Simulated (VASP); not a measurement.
# Al27H (a cell with a defect) in VASP: a series of runs

One crystal, Al27H (a cell with a defect), is run at these levels: PBE; tasks: single point.

All numbers are computed with VASP 6.6.1; they aren't measurements. Logs are shortened: lines on timing, memory, paths and dates and some standing lists are left out, and cuts for length are marked.

## (1) The crystal as given

The cell holds a defect, 28 atoms: a = 8.574 Å, b = 8.574 Å, c = 8.574 Å, α = 60.00°, β = 60.00°, γ = 60.00°.

## (2) Single point, PBE

INCAR reads:

```
SYSTEM = Al27H
PREC     = Accurate       ! precision mode
ENCUT    = 520            ! plane-wave cutoff, eV
EDIFF    = 1E-7           ! SCF threshold, eV
ISMEAR   = 0              ! smearing method
SIGMA    = 0.1            ! smearing width, eV
LREAL    = Auto         
LASPH    = .TRUE.         ! aspherical terms in the spheres
NELM     = 100            ! most SCF steps
ALGO     = Fast           ! electronic algorithm
ISIF     = 2              ! what is computed and relaxed
LWAVE    = .FALSE.        ! write WAVECAR
LCHARG   = .FALSE.        ! write CHGCAR
GGA      = PE             ! functional
NBANDS   = 61             ! bands
```

KPOINTS reads:

```
Automatic mesh
0
G
  3 3 3
  0 0 0
```

POSCAR reads:

```
Al27H
1.0
   -6.0624313821     -6.0624313821      0.0000000000
   -6.0624313821      0.0000000000     -6.0624313821
    0.0000000000     -6.0624313821     -6.0624313821
Al H
27 1
Direct
    0.6659625892      0.6659627541      0.6674872250
    0.3314105964      0.6669835492      0.6687389505
    0.0110229701      0.6556415652      0.6593644939
    0.6669833018      0.3314124933      0.6687387031
    0.3333347419      0.3333321027      0.6677604652
   -0.0009882174      0.3308190846      0.6683165127
    0.6556465137      0.0110185165      0.6593727414
    0.3308206516     -0.0009891246      0.6683165952
    0.0005466454      0.0005468103      0.6657515353
    0.6668025987      0.6668037533      0.3347653560
    0.3358484198      0.6676567115      0.3314793807
   -0.0010651667      0.6677328360      0.3331248426
    0.6676572063      0.3358466054      0.3314807003
    0.3333339996      0.3333326800      0.3345374772
   -0.0007362558      0.3334390730      0.3338488096
    0.6677335783     -0.0010660739      0.3331275643
    0.3334400627     -0.0007380702      0.3338494694
    0.0007066472      0.0007069771      0.3327363021
    0.6661256426      0.6661246529      0.0001718782
    0.3332285139      0.6674025230     -0.0001144755
    0.0016656683      0.6650010113      0.0021659627
    0.6674039251      0.3332277716     -0.0001142281
    0.3333344945      0.3333326800      0.0005209956
   -0.0003168696      0.3352557533      0.0004659847
    0.6650002690      0.0016669055      0.0021681895
    0.3352554234     -0.0003171995      0.0004668094
   -0.0001385583     -0.0001374036      0.0017022873
    0.8333841130      0.8333514528      0.7774253765
```

Potentials or basis: VASP PAW PBE potentials, release 64 (Al, H).

On the command line:

```
> cat potpaw_PBE.64/Al/POTCAR potpaw_PBE.64/H/POTCAR > POTCAR
> mpirun -np 1 vasp_std > vasp.out
```

OUTCAR:

```text
SYSTEM = Al27H
   PREC = Accurate
   ENCUT = 520
   EDIFF = 1E-7
   ISMEAR = 0
   LREAL = Auto
   LASPH = .TRUE.
   NELM = 100
   ISIF = 2
   GGA = PE

 ion  position               nearest neighbor table
   1  0.666  0.666  0.667-  10 2.85  20 2.85  22 2.85  19 2.85   4 2.86   2 2.86  16 2.86  12 2.86
                             8 2.86   6 2.86   3 2.88   7 2.88
   2  0.331  0.667  0.669-   3 2.84   8 2.84  21 2.84   9 2.85  20 2.85  23 2.85   5 2.86   1 2.86
                            17 2.86  10 2.87  11 2.87   4 2.88
   3  0.011  0.656  0.659-  28 1.83   5 2.76  12 2.80   6 2.80  11 2.80  24 2.84   2 2.84   1 2.88
                            18 2.88  21 2.94  19 2.94   9 2.94   7 3.05
   4  0.667  0.331  0.669-   7 2.84   6 2.84  25 2.84   9 2.85  22 2.85  23 2.85   5 2.86   1 2.86
                            15 2.86  10 2.87  13 2.87   2 2.88
   5  0.333  0.333  0.668-   3 2.76   7 2.76  23 2.85  26 2.86   4 2.86  24 2.86   2 2.86  14 2.86
                             8 2.87  13 2.87   6 2.87  11 2.87
   6  0.999  0.331  0.668-   3 2.80   9 2.84   4 2.84  22 2.84   8 2.84  27 2.85  15 2.86  14 2.86
                             1 2.86  24 2.87   5 2.87  12 2.88
   7  0.656  0.011  0.659-  28 1.83   5 2.76  16 2.80   8 2.80  13 2.80  26 2.84   4 2.84   1 2.88
                            18 2.88  25 2.94  19 2.94   9 2.94   3 3.05
   8  0.331  0.999  0.668-   7 2.80   9 2.84   2 2.84  20 2.84   6 2.84  27 2.85  17 2.86  14 2.86
                             1 2.86  26 2.87   5 2.87  16 2.88
   9  0.001  0.001  0.666-  28 2.08   6 2.84   8 2.84   2 2.85   4 2.85  15 2.85  17 2.85  18 2.85
[... 22 lines left out ...]
                            23 2.86  12 2.86  22 2.87  14 2.87
  21  0.002  0.665  0.002-  12 2.84   2 2.84  24 2.84  15 2.84  20 2.84  23 2.84  27 2.86  10 2.86
                            19 2.88   9 2.88  25 2.89   3 2.94
  22  0.667  0.333  1.000-   6 2.84  25 2.84   4 2.85  19 2.85   1 2.85  27 2.85  13 2.86  24 2.86
                            23 2.86  16 2.86  20 2.87  14 2.87
  23  0.333  0.333  0.001-  25 2.84  21 2.84   4 2.85   2 2.85  26 2.85  24 2.85   5 2.85  20 2.86
                            15 2.86  22 2.86  17 2.86  14 2.86
  24  1.000  0.335  0.000-   3 2.84  13 2.84  21 2.84  19 2.85  15 2.85  23 2.85   5 2.86  18 2.86
                            22 2.86  27 2.87   6 2.87  26 2.88
  25  0.665  0.002  0.002-  16 2.84   4 2.84  26 2.84  17 2.84  22 2.84  23 2.84  27 2.86  10 2.86
                            19 2.88   9 2.88  21 2.89   7 2.94
  26  0.335  1.000  0.000-   7 2.84  11 2.84  25 2.84  19 2.85  17 2.85  23 2.85   5 2.86  18 2.86
                            20 2.86  27 2.87   8 2.87  24 2.88
  27  1.000  1.000  0.002-  12 2.84  16 2.84  18 2.85   6 2.85   8 2.85  22 2.85  20 2.85  25 2.86
                            21 2.86  24 2.87  26 2.87   9 2.87
  28  0.833  0.833  0.777-   3 1.83   7 1.83   9 2.08  19 2.08

  LATTYP: Found a face centered cubic cell.
 ALAT       =    12.1248627642

  Lattice vectors:

 A1 = (  -6.0624313821,  -6.0624313821,   0.0000000000)
 A2 = (  -6.0624313821,   0.0000000000,  -6.0624313821)
 A3 = (   0.0000000000,  -6.0624313821,  -6.0624313821)

Analysis of symmetry for initial positions (statically):
[... 183 lines left out ...]
   IALGO  =     68    algorithm
   IMIX   =      4    mixing-type and parameters
     AMIX     =   0.40;   BMIX     =  1.00
     AMIX_MAG =   1.60;   BMIX_MAG =  1.00
  volume/ion in A,a.u.               =      15.92       107.40
  Fermi-wavevector in a.u.,A,eV,Ry     =   0.931156  1.759630 11.796961  0.867052
  Thomas-Fermi vector in A             =   2.057620
   LORBIT       =      0    0 simple, 1 ext, 2 COOP (PROOUT), +10 PAW based schemes
   GGA     = PE    functional components
   LHFCALC =     F    Hartree Fock is set to
   AEXX    =    0.0000 exact exchange contribution
   IVDW    =     0    specifies the selected vdW correction
   LEPSILON=     F    determine dielectric tensor
   LRPA    =     F    only Hartree local field effects (RPA)
 non-spin polarized calculation
 RMM-DIIS sequential band-by-band and
 Gauss-broadening in eV      SIGMA  =   0.10
  energy-cutoff  :      520.00
  volume of cell :      445.63
 maximum number of plane-waves:     12039
   NGX = 31   NGY = 31   NGZ = 31

 number of electron      82.0000000 magnetization

 Free energy of the ion-electron system (eV)
  ---------------------------------------------------
  ext. energy  EPLUGINS =         0.00000000
  ---------------------------------------------------
  free energy    TOTEN  =      -102.99042693 eV

  energy without entropy =     -102.91184854  energy(sigma->0) =     -102.95113773

 E-fermi :   7.9957     XC(G=0): -10.2213

 val. band max:        7.9837152112   @ k =  -0.3333   0.3333   0.0000
 cond. band min:       8.0122898977   @ k =   0.3333   0.3333  -0.3333
 fundamental gap:      0.0285746865
 Fermi energy:         7.9956934747

 k-point     1 :       0.0000    0.0000    0.0000
  band No.  band energies     occupation
      1      -3.2711      2.00000
      2      -1.2238      2.00000
      3      -0.1729      2.00000
      4      -0.1675      2.00000
      5      -0.1451      2.00000
      6      -0.1347      2.00000
[... 773 lines left out ...]
     52       9.8569      0.00000
     53      10.1110      0.00000
 [bands above 53 left out]

------------------------ aborting loop because EDIFF is reached ----------------------------------------

  FORCE on cell =-STRESS in cart. coord.  units (eV):
  Direction    XX          YY          ZZ          XY          YZ          ZX
  --------------------------------------------------------------------------------------
  -------------------------------------------------------------------------------------
  Total        2.2355425      2.5388025      2.5390723     -0.0031815     -0.2008848     -0.0031715
  in kB        8.0375374      9.1278606      9.1288306     -0.0114384     -0.7222494     -0.0114027
  external PRESSURE =       8.7647428 kB  Pullay stress =       0.0000000 kB

 VOLUME and BASIS-vectors are now :
 -----------------------------------------------------------------------------
  energy-cutoff  :      520.00
  volume of cell :      445.63
      direct lattice vectors                 reciprocal lattice vectors
    -6.062431382 -6.062431382  0.000000000    -0.082475160 -0.082475160  0.082475160
    -6.062431382  0.000000000 -6.062431382    -0.082475160  0.082475160 -0.082475160
     0.000000000 -6.062431382 -6.062431382     0.082475160 -0.082475160 -0.082475160

 POSITION                                       TOTAL-FORCE (eV/Angst)
 -----------------------------------------------------------------------------------
     -8.07471     -8.08395     -8.08395        -0.004169      0.000616      0.000610
     -6.05270     -6.06334     -8.09773         0.003849      0.007207      0.000628
     -4.04161     -4.06418     -7.97213         0.000905      0.029715     -0.027324
     -6.05271     -8.09772     -6.06335         0.003868      0.000612      0.007244
     -4.04162     -6.06907     -6.06906         0.005605      0.005713      0.005712
     -8.06201    -10.10806     -6.05719        -0.003699      0.007504      0.001821
[... 20 lines left out ...]
    -12.12319     -6.07191     -6.07192         0.001088      0.005357      0.005395
    -10.10447     -9.76542     -9.76522         0.000195     -0.116545     -0.116911
 -----------------------------------------------------------------------------------
    total drift:                               -0.009600     -0.001657     -0.001797

  FREE ENERGIE OF THE ION-ELECTRON SYSTEM (eV)
  ---------------------------------------------------
  free  energy   TOTEN  =      -102.9904269327 eV

  energy  without entropy=     -102.9118485368  energy(sigma->0) =     -102.95113773
```

Run time: 7.3 min. Hardware: 1 thread of AMD EPYC 9R14 (Zen 4), shared host; peak memory 0.64 GiB.

What came out:

```
Free energy            : -102.9904 eV
Pressure               : 0.9 GPa
Largest force          : 0.165 eV/Å
Band gap on the k mesh : none (metal or under the smearing width)
```

Forces on the atoms (eV/Å):
```
Al  -0.004  0.001  0.001
Al   0.004  0.007  0.001
Al   0.001  0.030 -0.027
Al   0.004  0.001  0.007
Al   0.006  0.006  0.006
Al  -0.004  0.008  0.002
Al   0.001 -0.027  0.030
Al  -0.004  0.002  0.007
Al  -0.004  0.005  0.005
Al  -0.004  0.006  0.006
Al   0.003  0.008  0.002
Al   0.000  0.005  0.007
Al   0.003  0.001  0.008
Al   0.004  0.007  0.007
Al   0.002  0.002  0.008
Al   0.000  0.007  0.005
Al   0.002  0.008  0.002
Al   0.003  0.003  0.003
Al   0.002  0.007  0.007
Al  -0.003  0.004  0.007
Al  -0.001 -0.003  0.004
Al  -0.003  0.007  0.004
Al   0.002  0.001  0.001
Al  -0.004  0.007  0.006
Al  -0.001  0.004 -0.003
Al  -0.004  0.006  0.007
Al   0.001  0.005  0.005
H    0.000 -0.117 -0.117
```

Levels at points of the mesh, in eV from the Fermi level:
```
           k point  band 37  band 38  band 39  band 40  band 41  band 42  band 43  band 44  band 45  band 46
(0.00, 0.00, 0.00)    -1.03    -1.03    -1.02    -0.56     0.32     0.37     0.37     0.38     0.39     0.40
```

## (3) Single point, PBE

INCAR reads:

```
SYSTEM = Al27H
ALGO = Fast
EDIFF = 1E-7
ENCUT = 520
GGA = PE
ISIF = 2
ISMEAR = 0
LASPH = .True.
LCHARG = .False.
LREAL = Auto
LWAVE = .False.
NBANDS = 61
NELM = 100
PREC = Accurate
SIGMA = 0.1
```

KPOINTS reads:

```
k-points
0
Gamma
  3 3 3
  0 0 0
```

POSCAR reads:

```
Al27H
1.0
   -6.0624313821     -6.0624313821      0.0000000000
   -6.0624313821      0.0000000000     -6.0624313821
    0.0000000000     -6.0624313821     -6.0624313821
Al H
27 1
Direct
    0.6671994692      0.6672030981      0.6673637597
    0.3371861669      0.6677548569      0.6651046001
    0.0236776288      0.6429910302      0.6739441228
    0.6677521352      0.3371898783      0.6651051774
    0.3333301233      0.3333362264      0.6651631575
   -0.0005467278      0.3334918571      0.6649136701
    0.6429841023      0.0236850516      0.6739498961
    0.3334902900     -0.0005443361      0.6649124330
    0.0015486361      0.0015512753      0.6655525227
    0.6665947613      0.6665954211      0.3311979754
    0.3331754824      0.6672135724      0.3311911300
    0.0004875931      0.6661789215      0.3331884310
    0.6672105208      0.3331768844      0.3311913774
    0.3333294635      0.3333368862      0.3319313446
   -0.0005443361      0.3338429538      0.3328451693
    0.6661729008      0.0004932839      0.3331878536
    0.3338385002     -0.0005397174      0.3328453343
   -0.0005357586     -0.0005319648      0.3350978959
    0.6651166415      0.6651182910      0.0019843524
    0.3328237258      0.6672106858     -0.0005227276
   -0.0012236840      0.6678900337     -0.0013624072
    0.6672058198      0.3328280970     -0.0005221502
    0.3333297109      0.3333363089     -0.0009558046
   -0.0010883422      0.3294805127      0.0033783475
    0.6678842604     -0.0012175808     -0.0013597680
    0.3294782859     -0.0010862803      0.0033795846
    0.0000708462      0.0000716709     -0.0022782114
    0.8333204422      0.8333529374      0.6106601076
```

Potentials or basis: VASP PAW PBE potentials, release 64 (Al, H).

On the command line:

```
> cat potpaw_PBE.64/Al/POTCAR potpaw_PBE.64/H/POTCAR > POTCAR
> mpirun -np 1 vasp_std > vasp.out
```

Run time: 6.7 min. Hardware: 1 thread of Intel Xeon Platinum 8488C (Sapphire Rapids), shared host; peak memory 0.63 GiB.

It converged, with:

```
Free energy            : -102.8629 eV
Pressure               : 1.2 GPa
Largest force          : 0.304 eV/Å
Band gap on the k mesh : none (metal or under the smearing width)
```

Forces on the atoms (eV/Å):
```
Al  -0.016 -0.019 -0.019
Al  -0.006 -0.008 -0.007
Al   0.000 -0.029 -0.046
Al  -0.006 -0.007 -0.008
Al   0.000 -0.004 -0.004
Al  -0.014  0.000 -0.014
Al   0.000 -0.046 -0.030
Al  -0.014 -0.014  0.000
Al   0.001 -0.004 -0.004
Al   0.001  0.000  0.000
Al   0.014  0.000 -0.014
Al   0.000 -0.006  0.010
Al   0.014 -0.014  0.000
Al   0.000  0.007  0.007
Al   0.004 -0.008 -0.005
Al   0.000  0.009 -0.006
Al   0.004 -0.005 -0.008
Al   0.016 -0.019 -0.019
Al  -0.001 -0.004 -0.004
Al  -0.004 -0.008 -0.005
Al   0.000 -0.004 -0.006
Al  -0.004 -0.005 -0.008
Al   0.000 -0.009 -0.009
Al   0.006 -0.008 -0.007
Al   0.000 -0.007 -0.004
Al   0.006 -0.007 -0.008
Al  -0.001  0.000  0.000
H    0.000  0.215  0.216
```

Stress tensor (GPa, compression positive):
```
 0.90  0.00  0.00
 0.00  1.35 -0.46
 0.00 -0.46  1.35
```

Levels at points of the mesh, in eV from the Fermi level:
```csv
k point,band 38,band 39,band 40,band 41,band 42,band 43,band 44,band 45
"(0.00, 0.00, 0.00)",-1.02,-0.98,-0.22,0.27,0.32,0.35,0.36,0.37
```
